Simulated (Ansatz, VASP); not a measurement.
# Ga in VASP and in Ansatz

```
CELL_PARAMETERS angstrom
-2.99398 2.99398 2.99398
2.99398 -2.99398 2.99398
2.99398 2.99398 -2.99398
ATOMIC_POSITIONS crystal
Ga 0.25000 0.12500 0.87500
Ga 0.12500 0.87500 0.25000
Ga 0.75000 0.37500 0.62500
Ga 0.87500 0.25000 0.12500
Ga 0.62500 0.75000 0.37500
Ga 0.37500 0.62500 0.75000
```

Alike in both runs: functional r2SCAN; k mesh 10 × 10 × 10; occupations gaussian, width 0.1 eV; no spin polarisation.

Ansatz relaxed the structure, and its values are those at the end. VASP's run is a single point on that final structure, the one shown.

|  | VASP | Ansatz |
| --- | --- | --- |
| version | VASP 6.6.1 | Ansatz 0.2.0 |
| potentials or method | VASP PAW PBE potentials, release 64 (Ga_d) | scalar-relativistic, plane waves, PAW |
| plane-wave cutoff (eV) | 520 | 500 |
| valence electrons in the cell | 78 | 78 |

```csv
,VASP,Ansatz,Ansatz less VASP
gap on the k mesh at the Fermi level (eV),none,none,-
pressure (GPa),0.1,0.0,-0.12
```

A gap of «none» marks a metal or a gap that the smearing closes.

Caveats: the PAW data sets were made with another functional, which shifts forces and pressure a little (VASP).
